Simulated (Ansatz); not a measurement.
## All-electron card of Eu

```xyz
1
Lattice="0.0000 2.7418 2.7418 2.7418 0.0000 2.7418 2.7418 2.7418 0.0000" Properties=species:S:1:pos:R:3 pbc="T T T"
Eu    0.0000    0.0000    0.0000
```

The structure comes from a relaxation in the same program, started in the fcc type, and has space group Fm-3m. Whether it is a known phase or the ground state wasn't checked.

Semilocal functionals without a Hubbard term describe localised f shells poorly; where the shell is localised, the real material differs.

Other magnetic orders may lie lower; this is the state that the run reached.

No spin–orbit coupling, which matters for the heavy atoms here.

Computed with DFT, PBE, all-electron LAPW, scalar-relativistic (Ansatz 0.2.0).

Settings: a Γ-centred 12×12×12 k mesh, Fermi–Dirac smearing of 0.03 eV, basis error target 1 meV/atom, spin-polarised from start moments Eu 7 μB.

```json
{
  "Moments in the spheres": "Eu 7.36 μB",
  "Moment of the cell": "7.55 μB",
  "Density of states at the Fermi level (0.2 eV bin)": "1.62 states/eV per cell",
  "Volume per atom": "41.22 Å³"
}
```

**Question.** Give the computed value. Band gap.

**Answer.** none: bands cross the Fermi level, a metal.

**Question.** Predict this quantity. Pressure at this cell.

**Answer.** 1.1 kbar.
